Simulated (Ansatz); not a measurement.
**Infrared modes and screening in BaTiO₃ (Amm2)**

Perturbation theory with PBEsol in Ansatz on the PBEsol cell, ground state and force constants on a 6×6×6 mesh. Calculated for a static, non-magnetic cell.

Space group Amm2 (No. 38), orthorhombic; a = 3.950 Å, b = 5.657 Å, c = 5.679 Å in the conventional setting, 12.69 Å³ an atom. Ba is surrounded by 12 O at 2.75–2.93 Å; Ti is surrounded by 6 O at 1.87–2.15 Å; O is surrounded by 2 Ti at 1.87–2.15 Å and 4 Ba at 2.78–2.85 Å; O is surrounded by 2 Ti at 1.98 Å and 4 Ba at 2.75–2.93 Å.

```yaml
crystal:
  lattice:
    - [3.94965, 0.00000, 0.00000]
    - [0.00000, 2.82831, 2.83932]
    - [0.00000, -2.82831, 2.83932]
  atoms:
    - { symbol: Ba, position: [0.00000, 0.00369, 0.00369] }
    - { symbol: Ti, position: [0.50000, 0.51654, 0.51654] }
    - { symbol: O, position: [0.50000, 0.98140, 0.49031] }
    - { symbol: O, position: [0.50000, 0.49031, 0.98140] }
    - { symbol: O, position: [0.00000, 0.48797, 0.48797] }
```

Optical modes without the longitudinal term (negative means imaginary):
```
ω (cm⁻¹)  degeneracy  IR intensity, summed over the level ((D/Å)²/amu)
     -75           1                                             75.25
     164           1                                             10.22
     167           1                                              5.61
     170           1                                              1.88
     240           1                                             53.12
     278           1                                              0.69
     282           1                                             40.62
     288           1                                              0.00
     295           1                                              1.84
     468           1                                              4.12
     476           1                                              9.05
     518           1                                             10.76
```

One optical level at Γ is imaginary (75i cm⁻¹, printed negative), so this structure is unstable at this level. Of the real levels 10 are infrared active, the strongest at 240 cm⁻¹.

The electronic dielectric tensor ε∞ is 6.35, 6.10 and 5.71 along x, y and z. Born charges, averaged over directions: Ba +2.80, Ti +6.37, O -3.19 to -2.99 e.

For comparison, on the r2SCAN cell the mean ε∞ is 5.29 with r2SCAN (ground state on 6×6×6; least gap 2.66 eV), 5.76 with PBE (ground state on 6×6×6; least gap 2.29 eV).

The runs are scalar-relativistic, without spin-orbit coupling.
